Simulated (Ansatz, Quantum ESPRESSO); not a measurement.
## HgTe: 3 runs at one level of theory

```xyz
2
Lattice="0.0000 3.2145 3.2145 3.2145 0.0000 3.2145 3.2145 3.2145 0.0000" Properties=species:S:1:pos:R:3 pbc="T T T"
Hg    0.0000    0.0000    0.0000
Te    4.8217    4.8217    4.8217
```

Alike in all runs: task band structure; functional LDA; k mesh 7 × 7 × 7; occupations fermi-dirac, width 0.05 eV; no spin polarisation; no spin-orbit coupling. LDA stands for any of its common fits. Pressure is positive in compression and, in plane waves, holds the error of the finite cutoff, which Ansatz's Pulay term estimates and takes out.

```tsv
program and potentials	plane-wave cutoff (eV)	notes	pressure (GPa)
Ansatz, JTH PAW LDA	870	-	?
Ansatz, all-electron LAPW, scalar-relativistic	-	-	0.17
Quantum ESPRESSO, GBRV 1.5 LDA	612	-	0.63
```

Question: Estimate from the other rows what the run with Ansatz, JTH PAW LDA gave.

Answer: Pressure 0.40 GPa. The other rows, which needn't bracket it: pressure 0.17 to 0.63.
